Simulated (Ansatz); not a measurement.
The system is AgCl (Chlorargyrite).

```
Ag Cl
1.0
     0.00000    2.73500    2.73500
     2.73500    0.00000    2.73500
     2.73500    2.73500    0.00000
Ag Cl
1 1
Direct
  0.00000 0.00000 0.00000
  0.50000 0.50000 0.50000
```

Base run:

| Quantity | Value |
| --- | --- |
| Program | Ansatz 0.2.0 |
| Functional | LDA |
| Potentials or basis | all-electron LAPW, scalar-relativistic |
| Cutoff | 217 eV |
| Density cutoff | 868 eV |
| Basis error allowed | 0.001 eV/atom |
| k mesh | 8 × 8 × 8 |
| Occupations | fermi-dirac, width 0.05 eV |
| Spin | no spin polarisation |

Its results: band gap on the k mesh 0.61 eV, indirect (least direct gap 3.09 eV); pressure -3.8 GPa.

Problem. After a change of settings the same cell gave: band gap on the k mesh 0.73 eV, indirect (least direct gap 3.18 eV); pressure -0.7 GPa. Which change was it?
A. functional from LDA to PBE
B. occupations from fermi-dirac, width 0.05 eV to gaussian, width 0.02 eV
C. functional from LDA to PBEsol; potentials or basis from all-electron LAPW, scalar-relativistic to all-electron LAPW, non-relativistic
D. functional from LDA to PBEsol

Solution. D.

PBEsol binds less tightly than LDA, so the same cell stands under more pressure.

Not every run made on this cell is shown here.
